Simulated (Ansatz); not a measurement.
The cell comes from COD entry 9006671, which wasn't checked; take it as a given geometry.

An input for CdO: DFT, LDA, all-electron LAPW, scalar-relativistic (Ansatz 0.2.0).

Command: `ansatz run input.yaml --threads 1 --pin off --max-ram 2048MiB --backend cpu --events-out ev --progress --plain --runs-dir out` The run took 9.8 s on 1 thread of AMD EPYC 7R43 64-Core Processor (Zen 3) (shared host), peak memory 0.39 GiB.

```yaml
crystal:
  lattice:
    - [0.0, 2.34815, 2.34815]
    - [2.34815, 0.0, 2.34815]
    - [2.34815, 2.34815, 0.0]
  atoms:
    - { symbol: Cd, position: [0.0, 0.0, 0.0] }
    - { symbol: O, position: [0.5, 0.5, 0.5] }
kpoints:
  mp_grid: { grid: [11, 11, 11] }
  band_path:
    path:
      - [0.0, 0.0, 0.0]
      - [0.5, 0.0, 0.5]
      - [0.625, 0.25, 0.625]
      - [0.375, 0.375, 0.75]
      - [0.0, 0.0, 0.0]
      - [0.5, 0.5, 0.5]
      - [0.5, 0.25, 0.75]
      - [0.5, 0.0, 0.5]
    npoints: 5
scf:
  occupations: { method: fermi_dirac, width: 0.02 }
hamiltonian:
  xc: lda
  pseudopotentials: { kind: all_electron, lapw: { basis_error: 0.0005 } }
output:
  forces: true
  stress: true
  eigenvalues: true
```

Set-up and iterations as logged by Ansatz (the results part is left out, to be predicted):

```
LAPW: plane waves up to 9.301 Å⁻¹, error target 5.0e-4 eV per atom; small_component_spin mean_spin; O in spheres of 1.049 Å, 8 of its electrons in bands, Dirac shells []; Cd in spheres of 1.300 Å, 30 of its electrons in bands, Dirac shells []
Engine: ansatz 0.2.0
Pseudopotentials: kind: all_electron
Pseudopotential: Cd, LAPW, valence charge 30, Koelling and Harmon's equation, gaussian nucleus
Pseudopotential: O, LAPW, valence charge 8, Koelling and Harmon's equation, gaussian nucleus
Functional definition: SPW92
  exchange = slater_x
  correlation = pw_c
Crystal: 2 atoms, lattice volume = 25.894 Å³
Basis set: ecut = 329.6166033269248 eV, 339 PW (Γ), exchange–correlation at level 2
Bands: 23, of which v1, the nominal top of the filled ones, is band 19 counted from 1 (18 counted from 0)
Symmetry: 48 space group operations
Space group: Fm-3m (ITA 225), of the structure as read, at distance tolerance 3.0e-5 Å
k-points: 56 of 1331
Non-local potential: Cd, projectors of the file, none
Non-local potential: O, projectors of the file, none
Initial density: superposition of atomic densities (chi_scale 0.1, normalization cell, long waves kept (reshape's long-wave potential 0.00 eV rms))
Initial wavefunctions: plane waves of lowest kinetic energy (no species holds an atomic orbital)
Functional: x = slater, c = lda
iter 1 solved again at ethr=8.07e-3 eV; its pass at ethr=1.00e-1 eV (dr2=3.07e0 eV) is discarded
SCF iter   1: F=—  HF=-154136.522084 eV  |F-HF|=—  |Δ(HF+E_count)|=         —  Δρ=9.28e-2  dr2=3.06e0  ethr=8.07e-3  ⟨swp⟩=2.0  Hψ=7561  notcnv=0
SCF iter   2: F=—  HF=-154135.843936 eV  |F-HF|=—  |Δ(HF+E_count)|=   6.78e-1  Δρ=4.85e-2  dr2=6.80e-1  ethr=8.07e-3  ⟨swp⟩=3.0  Hψ=3874  notcnv=0
SCF iter   3: F=—  HF=-154134.876459 eV  |F-HF|=—  |Δ(HF+E_count)|=   9.67e-1  Δρ=1.46e-2  dr2=7.82e-2  ethr=1.79e-3  ⟨swp⟩=3.0  Hψ=4100  notcnv=0
iter 4 solved again at ethr=8.19e-6 eV; its pass at ethr=2.06e-4 eV (dr2=3.11e-3 eV) is discarded
SCF iter   4: F=—  HF=-154134.851533 eV  |F-HF|=—  |Δ(HF+E_count)|=         —  Δρ=2.91e-3  dr2=3.12e-3  ethr=8.19e-6  ⟨swp⟩=2.0  Hψ=6592  notcnv=0
the basis was enlarged: its passes take 50.9 KiB over the memory plan, 1 of 1 planned eigensolver slots
SCF iter   5: F=—  HF=-154134.848728 eV  |F-HF|=—  |Δ(HF+E_count)|=   2.80e-3  Δρ=1.52e-3  dr2=8.17e-4  ethr=8.19e-6  ⟨swp⟩=2.0  Hψ=3699  notcnv=0
SCF iter   6: F=—  HF=-154134.848324 eV  |F-HF|=—  |Δ(HF+E_count)|=   4.04e-4  Δρ=1.05e-4  dr2=2.03e-6  ethr=2.15e-6  ⟨swp⟩=2.0  Hψ=3697  notcnv=0
SCF iter   7: F=-154134.848324 eV  HF=-154134.848324 eV  |F-HF|=4.19e-8  |Δ(HF+E_count)|=   4.54e-7  Δρ=9.95e-6  dr2=1.78e-8  ethr=5.33e-9  ⟨swp⟩=2.5  Hψ=3731  notcnv=0
```

Problem. What pressure will this run report?

Solution. -5.86 GPa (positive in compression).

Problem. Is there a band gap?

Solution. none: bands cross the Fermi level, a metal.
